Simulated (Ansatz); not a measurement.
Runs of Ansatz 0.2.0 on Al. It takes space group Im-3m (No. 229, cubic). Conventional cell: a = 3.182 Å, b = 3.182 Å, c = 3.182 Å, α = 90.00°, β = 90.00°, γ = 90.00°. Al (site symmetry m-3m) is surrounded by 8 Al at 2.76 Å. This isn't the form of Al at room conditions, which is fcc.

| task | level | cell | k mesh | cutoff (eV) | points for each segment of the path | atoms under strain | gap on the mesh (eV) | pressure (GPa) | relaxed volume (Å³/atom) |
| --- | --- | --- | --- | --- | --- | --- | --- | --- | --- |
| band structure | BLYP | as given | 12 × 12 × 12 | 420 | 14 | - | none | (b) | - |
| relaxation of cell and atoms | PBEsol+D4 | relaxed | 12 × 12 × 12 | 420 | - | - | none | 0.0 | 16.18 |
| band structure | r2SCAN | as given | 12 × 12 × 12 | 500 | 14 | - | none | 0.4 | - |
| relaxation of cell and atoms | PBEsol+D3(BJ) | relaxed | 12 × 12 × 12 | 420 | - | - | none | 0.0 | (a) |
| relaxation of cell and atoms | BLYP | relaxed | 12 × 12 × 12 | 420 | - | - | none | 0.0 | 18.17 |
| relaxation of cell and atoms | revPBE | relaxed | 12 × 12 × 12 | 420 | - | - | none | 0.0 | 17.18 |
| phonons | PBEsol | as given | 9 × 9 × 9 | 420 | - | - | none | - | - |
| elastic constants | PBEsol | as given | 9 × 9 × 9 | 420 | - | relaxed | none | 2.3 | - |

Alike in all rows: potentials or basis Ansatz PAW; no spin polarisation; smearing fermi-dirac 0.05 eV.

Task: Fill in the values left out.

Result: (a) 15.90; (b) 7.6.

Caveats: the PAW data sets come from PBE, with cores solved anew for the run's functional, which leaves a small shift of forces and pressure; the plane-wave basis is chosen anew once the cell has moved, so the energies of steps on either side of that aren't comparable (some runs); pairwise dispersion overbinds metals, which lowers pressure and volume (some runs); the elastic tensor has a negative eigenvalue, so either the cell is unstable as it stands or the mesh is too thin (some runs).

A gap of «none» marks a metal or a gap under the smearing width.

Runs at the PBE level aren't shown here.
